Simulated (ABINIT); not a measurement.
Wanted: the native input for an ABINIT 10.8.3 (patched build) run.

| Quantity | Value |
| --- | --- |
| Task | band structure |
| Functional | AM05 |
| Potentials or basis | JTH PAW PBE v2.0 |
| Cutoff | 544 eV |
| k mesh | 9 × 9 × 9 |
| Occupations | fermi-dirac, width 0.05 eV |
| Spin | no spin polarisation |
| Fine-grid cutoff | 1088.46 eV |
| Exchange and correlation inside the PAW spheres | full angular mesh (pawxcdev 0, this build's default; the released program takes 1) |

Crystal: ZnS.

```
Zn S
1.0
     0.00000    2.70200    2.70200
     2.70200    0.00000    2.70200
     2.70200    2.70200    0.00000
Zn S
1 1
Direct
  0.75000 0.75000 0.75000
  0.00000 0.00000 0.00000
```

One way to write it, as run:

run.abi

```
# Datasets: ground state, then fixed potential
ndtset 2

# Pseudopotentials
pp_dirpath "./"
pseudos "Zn.GGA_PBE-JTH.xml, S.GGA_PBE-JTH.xml"

# Structure
acell 7.2210310021 7.2210310021 7.2210310021
rprim
     0.0000000000     0.7071067812     0.7071067812
     0.7071067812     0.0000000000     0.7071067812
     0.7071067812     0.7071067812     0.0000000000
ntypat 2
znucl 30 16
natom 2
typat 1 2
xred
     0.7500000000     0.7500000000     0.7500000000
     0.0000000000     0.0000000000     0.0000000000

# Plane-wave basis
ecut 20.0
pawecutdg 40.0

# Exchange and correlation
ixc -120135

# Bands and occupations
occopt 3
tsmear 0.00183747

# SCF cycle
nstep 100

# Output
iomode 3
prtwf 0
prteig 0
prtebands 0
enunit 1
prtden1 1

# Dataset 1
kptopt1 1
ngkpt1 9 9 9
nshiftk1 1
shiftk1 0.0 0.0 0.0
nband1 13
tolvrs1 1.0e-9

# Dataset 2: bands along G-X-W-K-G-L-U-W-L-K
iscf2 -2
getden2 1
nband2 17
nbdbuf2 2
tolwfr2 1.0e-12
kptopt2 -9
ndivsm2 8
prteig2 1
prtvol2 -3
kptbounds2
     0.0000000000     0.0000000000     0.0000000000
     0.5000000000     0.0000000000     0.5000000000
     0.5000000000     0.2500000000     0.7500000000
     0.3750000000     0.3750000000     0.7500000000
     0.0000000000     0.0000000000     0.0000000000
     0.5000000000     0.5000000000     0.5000000000
     0.6250000000     0.2500000000     0.6250000000
     0.5000000000     0.2500000000     0.7500000000
     0.5000000000     0.5000000000     0.5000000000
     0.3750000000     0.3750000000     0.7500000000
```

Potentials or basis: JTH PAW PBE v2.0.

Run with:

```bash
$ abinit run.abi > log 2>&1
```

Results of the run:

The band gap on the k mesh is 2.08 eV, direct and the valence electrons inside the program's atomic spheres are Zn 10.80; S 3.59.

It took 94 s on 1 thread of Intel(R) Xeon(R) Platinum 8488C (Sapphire Rapids), with other jobs on the host, peak memory 0.14 GiB.
